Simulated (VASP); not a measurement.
Here is a VASP 6.6.1 calculation.

File POSCAR:

```
SnSe
1.0
    0.0000000000      3.3908400000      3.3908400000
    3.3908400000      0.0000000000      3.3908400000
    3.3908400000      3.3908400000      0.0000000000
Sn Se
1 1
Direct
    0.0000000000      0.0000000000      0.0000000000
    0.7500000000      0.7500000000      0.7500000000
```

File INCAR.step1:

```
  PREC = Accurate
  ENCUT = 500
  EDIFF = 1E-8
  ISMEAR = 0
  SIGMA = 0.01
  LREAL = False
  LASPH = True
  NELM = 60
  ALGO = Normal
  LWAVE = True
  LCHARG = False
  GGA = CA
```

Contents of INCAR.step2:

```
  PREC = Accurate
  ENCUT = 500
  EDIFF = 1E-8
  ISMEAR = 0
  SIGMA = 0.01
  LREAL = False
  LASPH = True
  NELM = 1
  ALGO = Exact
  LWAVE = True
  LCHARG = False
  GGA = CA
  NBANDS = 113
  LOPTICS = True
  ISTART = 1
```

The input INCAR.step3:

```
  PREC = Accurate
  ENCUT = 500
  EDIFF = 1E-8
  ISMEAR = 0
  SIGMA = 0.01
  LREAL = False
  LASPH = True
  ALGO = EVGW0
  LWAVE = True
  LCHARG = False
  GGA = CA
  NELMGW = 1
  NBANDS = 113
  ENCUTGW = 100
  NOMEGA = 48
  PRECFOCK = Fast
  ISTART = 1
  NBANDSGW = 18
```

File INCAR.step4:

```
  PREC = Accurate
  ENCUT = 500
  EDIFF = 1E-8
  ISMEAR = 0
  SIGMA = 0.01
  LREAL = False
  LASPH = True
  ALGO = BSE
  LWAVE = False
  LCHARG = False
  GGA = CA
  NBANDS = 113
  ENCUTGW = 100
  NBANDSO = 4
  NBANDSV = 4
  ANTIRES = 0
  OMEGAMAX = 20
  PRECFOCK = Fast
  ISTART = 1
  NBSEEIG = 10
```

KPOINTS

```
regular mesh
0
Gamma
  5 5 5
```

Potentials or basis: VASP PAW LDA potentials, release 64 (Sn_d_GW, Se_GW).

Launch:

```console
$ cat potpaw_LDA.64/Sn_d_GW/POTCAR potpaw_LDA.64/Se_GW/POTCAR > POTCAR
$ cp INCAR.step1 INCAR
$ mpirun -np 1 vasp_std > vasp.out
$ cp INCAR.step2 INCAR
$ mpirun -np 1 vasp_std > vasp.out
$ cp INCAR.step3 INCAR
$ mpirun -np 1 vasp_std > vasp.out
$ cp INCAR.step4 INCAR
$ mpirun -np 1 vasp_std > vasp.out
```

Problem. What does it give for the quasiparticle gap?

Solution. 0.61 eV.

Problem. Estimate the least direct quasiparticle gap.

Solution. 1.07 eV.

Problem. Predict the band gap on the k mesh, mean-field level.

Solution. 0.31 eV, indirect (least direct gap 0.69 eV).

Lowest excitation energies (eV) and strengths:
```
energy  strength
 0.874      1.59
 0.874      1.59
 0.874      1.59
 0.886         0
 0.886         0
 0.886         0
 1.423      5.35
 1.423      5.35
 1.423      5.35
 1.430         0
```

Caveat: bands, screening cutoff and mesh are small and nothing is extrapolated, so the quasiparticle values aren't converged; spin-orbit coupling is left out, which moves the levels of the heavy elements; an odd mesh through Γ misses points on the zone boundary, where band edges often lie.
